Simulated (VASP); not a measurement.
Here is a VASP 6.6.1 calculation.

File INCAR:

```
ALGO = Fast ; EDIFF = 1E-6
ENCUT = 520 ; GGA = PS
ISIF = 2 ; ISMEAR = 0
LASPH = T ; LCHARG = T
LELF = T ; LREAL = F
LVHAR = T ; LWAVE = F
NBANDS = 12 ; NELM = 60
PREC = Accurate ; SIGMA = 0.1
```

The input KPOINTS:

```
k-points
0
Gamma
  32 32 32
```

The input POSCAR:

```
Cu
1.0
   -1.4180800000      1.4180800000      1.4180800000
    1.4180800000     -1.4180800000      1.4180800000
    1.4180800000      1.4180800000     -1.4180800000
Cu
1
Direct
    0.0000000000      0.0000000000      0.0000000000
```

Potentials or basis: VASP PAW PBE potentials, release 64 (Cu).

Launch:

```bash
$ cat potpaw_PBE.64/Cu/POTCAR > POTCAR
$ mpirun -np 1 vasp_std > vasp.out
```

What does it give for the pressure?

0.1 GPa.

What does it give for the band gap on the k mesh?

None (metal or under the smearing width).

Caveat: the PAW data sets were made with another functional, which shifts forces and pressure a little.
